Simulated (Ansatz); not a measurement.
This is a single-point calculation with the PAW code Ansatz on a 6-atom cell of MoS2 built on the 2H bulk structure (relaxed group P6_3/mmc); the level of theory is PBE0. Cell and atoms come from a relaxation with r2SCAN+rVV10.

```yaml
crystal:
  lattice:
    - [3.1730198511, 2.9e-09, 0.0]
    - [-1.586509928, 2.7479157963, 0.0]
    - [0.0, 0.0, 12.4358854573]
  atoms:
    - { symbol: Mo, position: [0.6666666667, 0.3333333333, 0.25] }
    - { symbol: Mo, position: [0.3333333333, 0.6666666667, 0.75] }
    - { symbol: S, position: [0.6666666667, 0.3333333333, 0.6249003799] }
    - { symbol: S, position: [0.3333333333, 0.6666666667, 0.3750996201] }
    - { symbol: S, position: [0.6666666667, 0.3333333333, 0.8750996201] }
    - { symbol: S, position: [0.3333333333, 0.6666666667, 0.1249003799] }
kpoints:
  mp_grid: { grid: [6, 6, 2] }
  band_path:
    path:
      - [0.0, 0.0, 0.0]
      - [0.5, 0.0, 0.0]
      - [0.3333333333, 0.3333333333, 0.0]
      - [0.0, 0.0, 0.5]
      - [0.5, 0.0, 0.5]
      - [0.3333333333, 0.3333333333, 0.5]
      - [0.177083, 0.177083, 0.0]
    npoints: 1
hamiltonian:
  xc: pbe0
scf:
  occupations: { method: fixed }
  n_extra_bands: 5
output:
  forces: true
  stress: true
  eigenvalues: true
```

In the abridged output below, numbers in square brackets stand for lines, or ends of lines, that were taken out.
```
Pseudopotential: Mo, paw, valence charge 14, recommended cutoff 420 eV (normal)
Pseudopotential: S, paw, valence charge 6, recommended cutoff 420 eV (normal)
Functional definition: PBE0
Crystal: 6 atoms, lattice volume = 108.431 Å³
Basis set: ecut = 420 eV, 2105 PW (Γ)
Bands: 31, of which v1, the nominal top of the filled ones, is band 26 counted from 1 (25 counted from 0)
Symmetry: 24 space group operations
Space group: P63/mmc (ITA 194)
k-points: 14 of 72
[warm-up without exact exchange]
SCF 1 stopped early in 4 iterations: F = -13525.554526 eV  dr2 = 7.67e-5
[exact exchange on]
Exchange kernel: α = 0.2500, full range, Wigner–Seitz truncation, v(0) = 13383.2730 eV·Å³, q-mesh 6×6×2
SCF 2 stopped early in 9 iterations: F = -13531.558170 eV  dr2 = 2.96e-6
hybrid outer 1: dexx = +3.520e-2 eV, tail = 4.39e-5 eV
SCF 3 converged in 6 iterations: F = -13531.558178 eV  dr2 = 1.77e-9
hybrid outer 2: dexx = +7.869e-6 eV, tail = 3.02e-8 eV, Δε = 2.68e-3 eV, ΔF = 1.82e-3 eV/Å
Free energy (F): -13531.558179 eV
[1]
--- Forces (eV/Å), atoms counted from 1 ---
  atom   1  Mo      0.00000      0.00000      0.00000
  atom   2  Mo      0.00000      0.00000      0.00000
  atom   3  S       0.00000      0.00000      0.39708
  atom   4  S       0.00000      0.00000    -0.39708
  atom   5  S       0.00000      0.00000    -0.39708
  atom   6  S       0.00000      0.00000      0.39708
--- Stress (GPa, compression-positive) ---
       -2.925439       0.000000       0.000000
        0.000000      -2.925439       0.000000
        0.000000       0.000000      -1.495337
  P = ⅓ Tr σ = -2.4487 GPa (-24.487 kbar)
--- Band table (eV; the first three rows and the last of 14) ---
[2]
```

The rows of the band table are 0: (0, 0, 0) = Γ, 1: (0, 0, -1/2) = A, 2: (0, 1/6, 0), 13: (1/3, 1/3, -1/2) = H.

Question: Fill in the blanks. They hold the Fermi energy and the band table.

Answer:
```
[1]
Fermi energy:    9.991889 eV
[2]
  k-point 0: bands = […, 7.5433, 7.5890, 7.5890, 8.4766, 8.7645, 9.9919, 13.5098, 13.5098, 13.5401, 13.5401, …]
  k-point 1: bands = […, 7.5661, 7.5661, 7.5661, 7.5661, 9.6704, 9.6704, 13.5162, 13.5162, 13.5162, 13.5162, …]
  k-point 2: bands = […, 6.8970, 6.9568, 7.6419, 8.5635, 8.6826, 9.1538, 12.8303, 13.2270, 13.2721, 13.4275, …]
  k-point 13: bands = […, 6.0637, 6.0637, 6.6871, 6.6871, 9.2868, 9.2868, 12.1259, 12.1259, 13.8165, 13.8165, …]
```
Only the leading digits can be foreseen; the rest is this run's record.

The PBE0 gap is indirect, 2.13 eV (Γ to K), below the direct gap of 2.75 eV at K. A second conduction valley, at K–Γ (0.47 of the way from K), lies only 28 meV higher, so their order isn't settled. With the atoms held, the mean pressure is -2.4 GPa (compression positive). The stress of a hybrid is loosely converged here. The largest force is 0.40 eV/Å.

It took 26 s on 1 × NVIDIA H100 80GB HBM3 with 2 threads of AMD EPYC 7R13 Processor (Zen 3), with other jobs on the host, load about 2.9 per core; peak host memory 2.5 GiB.

The values are computed, spin-unpolarised, and not measurements.

Spin-orbit coupling is left out.

The meshes of the hybrids are coarse, so their gaps aren't converged to the digits shown.
